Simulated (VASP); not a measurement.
A run of VASP 6.6.1 is set up as follows.

The input POSCAR:

```
NaI
1.0
    0.0000000000      3.2643894084      3.2643894084
    3.2643894084      0.0000000000      3.2643894084
    3.2643894084      3.2643894084      0.0000000000
  Na              I
     1     1
Direct
     0.0000000000000000    0.0000000000000000    0.0000000000000000
     0.5000000000000000    0.5000000000000000    0.5000000000000000
```

File INCAR.step1:

```
SYSTEM = NaI
PREC = Accurate ; ENCUT = 600
EDIFF = 1E-8 ; ISMEAR = 0
SIGMA = 0.03 ; LREAL = .False.
LASPH = .True. ; NELM = 80
ALGO = Fast ; ISIF = 3
LWAVE = .False. ; LCHARG = .False.
GGA = PE ; IBRION = 2
NSW = 40 ; EDIFFG = -0.002
```

The input INCAR.step2:

```
SYSTEM = NaI
PREC = Accurate ; ENCUT = 600
EDIFF = 1E-8 ; ISMEAR = 0
SIGMA = 0.03 ; LREAL = .False.
LASPH = .True. ; NELM = 80
ALGO = Fast ; ISIF = 3
LWAVE = .False. ; LCHARG = .False.
GGA = PE ; IBRION = 6
NFREE = 2 ; POTIM = 0.015
NSW = 1
```

The input KPOINTS:

```
Automatic mesh
0
Gamma
  8 8 8
  0 0 0
```

Potentials or basis: VASP PAW PBE potentials, release 64 (Na_pv, I).

Command:

```bash
$ cat potpaw_PBE.64/Na_pv/POTCAR potpaw_PBE.64/I/POTCAR > POTCAR
$ cp INCAR.step1 INCAR
$ mpirun -np 1 vasp_std > vasp.out
$ cp CONTCAR POSCAR
$ cp INCAR.step2 INCAR
$ mpirun -np 1 vasp_std > vasp.out
```

Question: Predict the elastic constants C11, C12, C44.

Answer: 30, 8, 7 GPa.

Question: Estimate the Voigt bulk modulus.

Answer: 15 GPa.

Question: What does it give for the highest phonon frequency at Γ, LO-TO splitting left out?

Answer: 103 cm⁻¹.

Question: Predict the space group after relaxing (to 0.05 Å).

Answer: Fm-3m (No. 225).

Final structure:
```
Na I
1.0
     0.00000    3.26494    3.26494
     3.26494    0.00000    3.26494
     3.26494    3.26494    0.00000
Na I
1 1
Direct
  0.00000 0.00000 0.00000
  0.50000 0.50000 0.50000
```

The run has no spin-orbit coupling, so splittings on I are missing.
